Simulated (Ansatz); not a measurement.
Ionic part of the dielectric constant of MgO, mode by mode

Computed with DFT PBEsol, scalar-relativistic, plane waves, PAW (Ansatz). Cutoff 420 eV, 10×10×10 k-points (Γ-centred), fixed occupations. No spin polarisation. Phonons by linear response, acoustic sum rule imposed.

It takes space group Fm-3m (No. 225, cubic). The conventional cell has a = 4.214 Å, b = 4.214 Å, c = 4.214 Å, α = 90.00°, β = 90.00°, γ = 90.00°. Around Mg (site symmetry m-3m) lie 6 O at 2.11 Å. O (site symmetry m-3m) is surrounded by 6 Mg at 2.11 Å.

The primitive cell has V = 18.71 Å³ and ε∞,zz = 3.245. Each polar mode adds Δε = (4.92064×10⁷/V)·S/ν² along z, with S its oscillator strength in e²/amu, ν in cm⁻¹ and V in Å³.

Task: From these modes, find each Δε and ε0,zz.
```
ν (cm⁻¹) S_zz (e²/amu)
   387.5         0.4065
```

Result:
```
ν (cm⁻¹)    Δε
   387.5  7.12
```

The sum is 7.119, so ε0,zz = 10.36; the run's tensor has 10.36.

Task: Where do the longitudinal modes lie for a wave vector along z?

Result: At 692 cm⁻¹. The Lyddane–Sachs–Teller product Π(ν_LO/ν_TO)² = 3.19 matches ε0/ε∞ = 3.19.

Cost: 1 run of about 0.16 core-minutes, on Arm Neoverse V1 (shared hosts).

The lattice contributes 7.12 to the static dielectric constant of 10.36, more than twice the electronic part above the vacuum value and well over half of the total. In rocksalt the only polar optical mode is the triply degenerate motion of the Mg sublattice against the O sublattice, so a single frequency carries the whole ionic response along z. Its oscillator strength implies Born charges close to the nominal divalent ones, as expected for a strongly ionic oxide. The tightly bound O 2p electrons polarise only modestly across the wide gap and screen the macroscopic field weakly, which lifts the longitudinal mode far above the transverse one.

Both the electronic and the static constants lie somewhat above the measured values. For the electronic part the likely cause is the gap underestimation of a semilocal functional; in the ionic part, a slightly too soft transverse mode is amplified by the inverse-square dependence on frequency. With only one polar mode, the Lyddane–Sachs–Teller agreement confirms internal consistency, not accuracy against experiment.
